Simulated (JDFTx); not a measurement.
InP:

```
In P
1.0
     0.00000    2.93050    2.93050
     2.93050    0.00000    2.93050
     2.93050    2.93050    0.00000
In P
1 1
Direct
  0.00000 0.00000 0.00000
  0.75000 0.75000 0.75000
```

Program: JDFTx 1.7.0 (patched build). Alike in all runs: task single point; no spin polarisation; cell as given; k mesh 8 × 8 × 8; cutoff (eV) 952.

**Question.** Order these runs on this cell by their pressure, lowest first.
A. level LDA; potentials or basis PseudoDojo-SR-LDA-0.4.1-standard with smoothed tails; smearing fermi-dirac 0.05 eV
B. level BLYP; potentials or basis PseudoDojo-SR-PBE-0.5-standard with smoothed tails; smearing fermi-dirac 0.05 eV
C. level PBEsol; potentials or basis PseudoDojo-SR-PBEsol-0.4.1-standard with smoothed tails; smearing fermi-dirac 0.05 eV
D. level PBE; potentials or basis PseudoDojo-SR-PBE-0.5-standard with smoothed tails; smearing gaussian 0.011 eV
E. level RPBE; potentials or basis PseudoDojo-SR-PBE-0.5-standard with smoothed tails; smearing fermi-dirac 0.05 eV

**Answer.** A (-1.3 GPa), C (0.7 GPa), D (3.4 GPa), E (5.0 GPa), B (6.9 GPa).

Caveats: the potentials were made for another functional, which shifts forces and pressure (some runs).

Not every run made on this cell is shown here.
